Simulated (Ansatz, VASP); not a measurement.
Given: the input of a run of VASP 6.6.1 on MoS2. Measurements of this composition are mostly on another form, of space group No. 194.

Contents of INCAR:

```
SYSTEM = MoS2
ALGO = Normal
EDIFF = 1E-6
ENCUT = 520
GGA = RP
ISIF = 2
ISMEAR = 0
LASPH = .True.
LCHARG = .True.
LELF = .True.
LREAL = .False.
LVHAR = .True.
LWAVE = .False.
NBANDS = 20
NELM = 80
PREC = Accurate
SIGMA = 0.05
```

File KPOINTS:

```
k-points
0
Gamma
  10 10 10
  0 0 0
```

File POSCAR:

```
MoS2
1.0
    1.5800000000      0.9122134253      6.1500000000
   -1.5800000000      0.9122134253      6.1500000000
    0.0000000000     -1.8244268506      6.1500000000
Mo S
1 2
Cartesian
    0.0000000000      0.0000000000      0.0000000000
    0.0000000000      0.0000000000      7.6936500000
    0.0000000000      0.0000000000      4.6125000000
```

Potentials or basis: VASP PAW PBE potentials, release 54 (Mo_sv, S).

Launch:

```sh
$ cat potpaw_PBE.54/Mo_sv/POTCAR potpaw_PBE.54/S/POTCAR > POTCAR
$ mpirun -np 1 vasp_std > vasp.out
```

Problem. Translate it to Ansatz 0.2.0. Potentials or basis there: Ansatz PAW, cutoff 420 eV.

Solution. As run (cutoffs and basis follow the program's own potentials, and thresholds, step limits or extra output files can differ):

The input input.yaml:

```yaml
crystal:
  lattice:
    - [1.58, 0.9122134253, 6.15]
    - [-1.58, 0.9122134253, 6.15]
    - [0.0, -1.8244268506, 6.15]
  atoms:
    - { symbol: Mo, position: [0.0, 0.0, 0.0] }
    - { symbol: S, position: [0.417, 0.417, 0.417] }
    - { symbol: S, position: [0.25, 0.25, 0.25] }
hamiltonian:
  xc: rpbe
  pseudopotentials: { kind: paw }
kpoints:
  mp_grid: { grid: [10, 10, 10] }
scf:
  occupations: { method: gaussian, width: 0.05 }
output:
  forces: true
  stress: true
  eigenvalues: true
```

Potentials or basis: Ansatz PAW.

Launch:

```sh
$ ansatz run input.yaml --threads 1 --pin off --max-ram 3584MiB --backend cpu --events-out ev --progress --plain --runs-dir out
```

Both were run:

|  | VASP | Ansatz |
| --- | --- | --- |
| Pressure | 7.8 GPa | 8.1 GPa |
| Largest force | 0.567 eV/Å | 0.594 eV/Å |

Ansatz's pressure holds a Pulay term of +0.03 GPa for its cutoff of 420 eV, which the other run lacks.

VASP's potentials were made for PBE. Ansatz's potentials were made for PBE.

Where Ansatz's input types no cutoff or centring, it takes its own default and a Γ-centred mesh.

Pressure is positive in compression.
